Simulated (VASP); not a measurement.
# CO2 (Cmce) in VASP: further runs, part 2 of 2

VASP 6.6.1.

**3. Band structure, r2SCAN**

INCAR reads:

```
ALGO = Normal
EDIFF = 1E-6
ENCUT = 520
ISIF = 2
ISMEAR = 0
KPAR = 2
LASPH = True
LCHARG = False
LMIXTAU = True
LREAL = False
LWAVE = False
METAGGA = R2SCAN
NELM = 80
PREC = Accurate
SIGMA = 0.02
```

KPOINTS reads:

```
k-points
0
Gamma
  8 8 4
```

POSCAR reads:

```
CO2
1.0
    2.6359112300     -2.3873781200      0.0000000000
    2.6359112300      2.3873781200      0.0000000000
    0.0000000000      0.0000000000      6.5871749100
O C
4 2
Direct
    0.3065085700      0.6934914300      0.6081566100
    0.6934914300      0.3065085700      0.3918433900
    0.1934914300      0.8065085700      0.1081566100
    0.8065085700      0.1934914300      0.8918433900
    0.5000000000      0.5000000000      0.5000000000
    0.0000000000      0.0000000000      0.0000000000
```

KPOINTS_OPT reads:

```
path GXSRAZGYX1A1TY,ZT
20
line-mode
reciprocal
 0.0000000000  0.0000000000  0.0000000000  G
 0.4550788467 -0.4550788467  0.0000000000  X

 0.4550788467 -0.4550788467  0.0000000000  X
 0.0000000000 -0.5000000000  0.0000000000  S

 0.0000000000 -0.5000000000  0.0000000000  S
 0.0000000000 -0.5000000000 -0.5000000000  R

 0.0000000000 -0.5000000000 -0.5000000000  R
 0.4550788467 -0.4550788467 -0.5000000000  A

 0.4550788467 -0.4550788467 -0.5000000000  A
 0.0000000000  0.0000000000 -0.5000000000  Z

 0.0000000000  0.0000000000 -0.5000000000  Z
 0.0000000000  0.0000000000  0.0000000000  G

 0.0000000000  0.0000000000  0.0000000000  G
-0.5000000000 -0.5000000000  0.0000000000  Y

-0.5000000000 -0.5000000000  0.0000000000  Y
-0.4550788467 -0.5449211533  0.0000000000  X1

-0.4550788467 -0.5449211533  0.0000000000  X1
-0.4550788467 -0.5449211533 -0.5000000000  A1

-0.4550788467 -0.5449211533 -0.5000000000  A1
-0.5000000000 -0.5000000000 -0.5000000000  T

-0.5000000000 -0.5000000000 -0.5000000000  T
-0.5000000000 -0.5000000000  0.0000000000  Y

 0.0000000000  0.0000000000 -0.5000000000  Z
-0.5000000000 -0.5000000000 -0.5000000000  T
```

Potentials or basis: VASP PAW PBE potentials, release 64 (O, C).

Launch:

```sh
> cat potpaw_PBE.64/O/POTCAR potpaw_PBE.64/C/POTCAR > POTCAR
> mpirun -np 2 vasp_std > vasp.out
```

OUTCAR:

```text
EDIFF = 1E-6
   ENCUT = 520
   ISIF = 2
   ISMEAR = 0
   LASPH = True
   LREAL = False
   METAGGA = R2SCAN
   NELM = 80
   PREC = Accurate

 ion  position               nearest neighbor table
   1  0.307  0.693  0.608-   5 1.17
   2  0.693  0.307  0.392-   5 1.17
   3  0.193  0.807  0.108-   6 1.17
   4  0.807  0.193  0.892-   6 1.17
   5  0.500  0.500  0.500-   1 1.17   2 1.17
   6  0.000  0.000  0.000-   3 1.17   4 1.17
[... 763 lines left out ...]
  --------------------------------------------------------------------------------------
  -------------------------------------------------------------------------------------
  Total        0.1647526      0.2765539      0.1074685      0.0000000     -0.0000000      0.0000000
  in kB        3.1839160      5.3445267      2.0768752      0.0000000     -0.0000000      0.0000000
  external PRESSURE =       3.5351060 kB  Pullay stress =       0.0000000 kB

 VOLUME and BASIS-vectors are now :
 -----------------------------------------------------------------------------
  energy-cutoff  :      520.00
  volume of cell :       82.91
      direct lattice vectors                 reciprocal lattice vectors
     2.635911230 -2.387378120  0.000000000     0.189687723 -0.209434775  0.000000000
     2.635911230  2.387378120  0.000000000     0.189687723  0.209434775  0.000000000
     0.000000000  0.000000000  6.587174910     0.000000000  0.000000000  0.151810148

 POSITION                                       TOTAL-FORCE (eV/Angst)
 -----------------------------------------------------------------------------------
      2.63591      0.92387      4.00603         0.000000      0.048456      0.026203
      2.63591     -0.92387      2.58114         0.000000     -0.048456     -0.026203
      2.63591      1.46350      0.71245         0.000000     -0.048456      0.026203
      2.63591     -1.46350      5.87473         0.000000      0.048456     -0.026203
      2.63591      0.00000      3.29359         0.000000      0.000000      0.000000
      0.00000      0.00000      0.00000        -0.000000      0.000000      0.000000
 -----------------------------------------------------------------------------------
    total drift:                                0.000000     -0.000000      0.000000

  FREE ENERGIE OF THE ION-ELECTRON SYSTEM (eV)
  ---------------------------------------------------
  free  energy   TOTEN  =       -51.4741026577 eV

  energy  without entropy=      -51.4741026577  energy(sigma->0) =      -51.47410266
```

It took 4.3 min on 2 MPI ranks of Intel Xeon 6975P-C (Granite Rapids), shared host; peak memory 0.28 GiB.

Results:

```
Free energy             : -51.4741 eV
Pressure                : 0.4 GPa
Largest force           : 0.055 eV/Å
Band gap on the k mesh  : 7.22 eV, indirect (least direct gap 7.79 eV)
Band gap along the path : 7.22 eV, indirect (least direct gap 7.79 eV)
```

Forces in eV/Å, atoms in the order of the input:
```
O    0.000  0.048  0.026
O    0.000 -0.048 -0.026
O    0.000 -0.048  0.026
O    0.000  0.048 -0.026
C    0.000  0.000  0.000
C    0.000  0.000  0.000
```

Levels at the corners of the path, in eV from the valence-band top:
```tsv
point	band 12	band 13	band 14	band 15	band 16	band 17	band 18	band 19	band 20
Γ	-3.55	-0.98	-0.93	-0.62	-0.57	7.22	7.76	8.33	8.47
X	-3.73	-0.96	-0.65	-0.33	-0.01	8.45	9.53	9.64	9.69
X	-3.73	-0.96	-0.65	-0.33	-0.01	8.45	9.53	9.64	9.69
S	-3.75	-0.70	-0.70	-0.29	-0.29	8.24	8.24	9.28	9.29
S	-3.75	-0.70	-0.70	-0.29	-0.29	8.24	8.24	9.28	9.28
R	-3.68	-0.77	-0.77	-0.25	-0.25	8.31	8.31	9.34	9.34
R	-3.68	-0.77	-0.77	-0.25	-0.25	8.31	8.31	9.34	9.34
A	-4.08	-0.66	-0.66	-0.31	-0.31	9.05	9.05	9.58	9.58
A	-4.08	-0.66	-0.66	-0.31	-0.31	9.05	9.05	9.58	9.58
Z	-3.60	-0.80	-0.80	-0.73	-0.73	8.10	8.10	8.35	8.36
Z	-3.60	-0.80	-0.80	-0.73	-0.73	8.10	8.10	8.35	8.35
Γ	-3.55	-0.98	-0.93	-0.62	-0.57	7.22	7.76	8.33	8.47
Γ	-3.55	-0.98	-0.93	-0.62	-0.57	7.22	7.76	8.33	8.47
Y	-3.72	-0.99	-0.64	-0.34	0.00	8.45	9.58	9.67	9.74
Y	-3.72	-0.99	-0.64	-0.34	0.00	8.45	9.58	9.67	9.74
X1	-3.73	-0.96	-0.65	-0.33	-0.01	8.45	9.53	9.64	9.69
X1	-3.73	-0.96	-0.65	-0.33	-0.01	8.45	9.53	9.64	9.69
A1	-4.08	-0.66	-0.66	-0.31	-0.31	9.05	9.05	9.58	9.58
A1	-4.08	-0.66	-0.66	-0.31	-0.31	9.05	9.05	9.58	9.58
T	-4.14	-0.68	-0.68	-0.30	-0.30	9.06	9.06	9.62	9.62
T	-4.14	-0.68	-0.68	-0.30	-0.30	9.06	9.06	9.62	9.62
Y	-3.72	-0.99	-0.64	-0.34	0.00	8.45	9.58	9.67	9.74
Z	-3.60	-0.80	-0.80	-0.73	-0.73	8.10	8.10	8.35	8.35
T	-4.14	-0.68	-0.68	-0.30	-0.30	9.06	9.06	9.62	9.62
```

Caveat: the standard files for N, O and F lose accuracy on very short bonds; the PAW data sets were made with another functional, which shifts forces and pressure a little. r2SCAN opens gaps a little over a GGA but as a rule still falls short of measured ones.

**4. The reference run**

An earlier run on the cell as given: functional PBEsol; potentials or basis VASP PAW PBE potentials, release 64 (O, C); cutoff 520 eV; k mesh 8 × 8 × 4; occupations fermi-dirac, width 0.05 eV; no spin polarisation.

- Pressure: 2.8 GPa
- Largest force: 0.665 eV/Å
- Band gap on the k mesh: 6.52 eV, indirect (least direct gap 7.09 eV)

**5. Overview**

```tsv
task	level	smearing	ladder	gap on the mesh (eV)	pressure (GPa)	largest force (eV/Å)
band structure	PBEsol	gaussian 0.02 eV	gaps	6.52	2.8	0.66
band structure	r2SCAN	gaussian 0.02 eV	gaps	7.22	0.4	0.06
single point	PBEsol	fermi-dirac 0.05 eV	free	6.52	2.8	0.66
```

Alike in all rows: potentials or basis VASP PAW PBE potentials, release 64 (O, C); no spin polarisation; cell as given; k mesh 8 × 8 × 4; cutoff (eV) 520.

On the cell as given the gap runs from 6.52 eV (PBEsol) to 7.22 eV (r2SCAN). The pressure there spans 0.4 GPa (r2SCAN) to 2.8 GPa (PBEsol); a positive pressure means that this level wants a larger cell, a negative one a smaller.

Caveats: the standard files for N, O and F lose accuracy on very short bonds; the PAW data sets were made with another functional, which shifts forces and pressure a little.

Total energies depend on the potentials used, so only differences within one code and one set of settings carry meaning.
